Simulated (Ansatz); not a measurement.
## One structure, 3 elements: KBr, RbBr, CsBr

Plane-wave DFT in Ansatz with scalar-relativistic PAW potentials, cutoff 420 eV, Γ-centred meshes chosen by cell and gap, Gaussian smearing with energies taken to zero width. Every cell was relaxed (cell and atoms) in a run of its own, within the symmetry of its start. Functional: PBEsol.

All members share space group Pm-3m and the same sites; only the element on one set of sites changes (K, Rb, Cs). Members needn't be the stable form of their composition. Energies over the elements, where given, are against the elements' standard states in the same functional (H₂, N₂, O₂ and halogens uncorrected, Hg as a solid). The first member:

Space group Pm-3m (No. 221). a = 3.933 Å, b = 3.933 Å, c = 3.933 Å, α = 90.00°, β = 90.00°, γ = 90.00°
```json
{"atom": "K", "site": "1a", "symmetry": "m-3m", "x": "0.0000", "y": "0.0000", "z": "0.0000"}
{"atom": "Br", "site": "1b", "symmetry": "m-3m", "x": "0.5000", "y": "0.5000", "z": "0.5000"}
```

How do size, gap and binding change down the group?

| compound | V (Å³/atom) | a (Å) | gap on mesh (eV) | energy over elements (eV/atom) |
| --- | --- | --- | --- | --- |
| KBr | 30.42 | 3.933 | 3.96 | -1.694 |
| RbBr | 33.71 | 4.070 | 4.04 | -1.716 |
| CsBr | 38.12 | 4.240 | 4.45 | -1.782 |

Over the series the volume grows at each step down the group; the gap widens; binding against the elements strengthens.

Spin-orbit coupling is left out, which matters for the bands of heavy elements.